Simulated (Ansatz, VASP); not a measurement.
**Al in VASP and in Ansatz**

File INCAR:

```
SYSTEM = Al
  ALGO = Normal
  EDIFF = 1E-6
  EDIFFG = -0.005
  ENCUT = 600
  GGA = CA
  IBRION = 2
  ISIF = 3
  ISMEAR = -1
  LASPH = .TRUE.
  LCHARG = .FALSE.
  LREAL = .FALSE.
  LWAVE = .FALSE.
  NELM = 80
  NSW = 60
  PREC = Accurate
  SIGMA = 0.08
```

The input KPOINTS:

```
k-points
0
G
  12 12 12
  0 0 0
```

File POSCAR:

```
Al
1.0
    0.0000000000      2.7030030601      2.7030030601
    2.7030030601      0.0000000000      2.7030030601
    2.7030030601      2.7030030601      0.0000000000
Al
2
Direct
   -0.1250000000     -0.1250000000     -0.1250000000
    0.1250000000      0.1250000000      0.1250000000
```

Input for Ansatz:

```yaml
crystal:
  lattice:
    - [0.0, 2.7030030601, 2.7030030601]
    - [2.7030030601, 0.0, 2.7030030601]
    - [2.7030030601, 2.7030030601, 0.0]
  atoms:
    - { symbol: Al, position: [-0.125, -0.125, -0.125] }
    - { symbol: Al, position: [0.125, 0.125, 0.125] }
kpoints:
  mp_grid: { grid: [12, 12, 12] }
scf:
  occupations: { method: fermi_dirac, width: 0.08 }
hamiltonian:
  xc: lda
  pseudopotentials: { kind: paw }
output:
  forces: true
  stress: true
relax:
  f_tol: 0.005
  max_steps: 40
  cell: {}
```

Alike in both runs: task relaxation of cell and atoms; functional LDA; k mesh 12 × 12 × 12; occupations fermi-dirac, width 0.08 eV; no spin polarisation.

|  | VASP | Ansatz |
| --- | --- | --- |
| version | VASP 6.6.1 | Ansatz 0.2.0 |
| potentials or method | VASP PAW LDA potentials, release 64 (Al) | PAW with Ansatz's default frozen-core files, scalar-relativistic |
| plane-wave cutoff (eV) | 600 | 420 |
| valence electrons in the cell | 6 | 6 |

```csv
,VASP,Ansatz,Ansatz less VASP
relaxed volume (Å³/atom),26.40,26.36,-0.036
relaxed cell length with the largest relative difference (Å),4.211,4.209,-0.0019
energy change over the relaxation (meV/atom),-347,-344,+3.1
```

Caveats: the volume moved by over 15 % at a fixed basis, so the end points are rough (VASP).
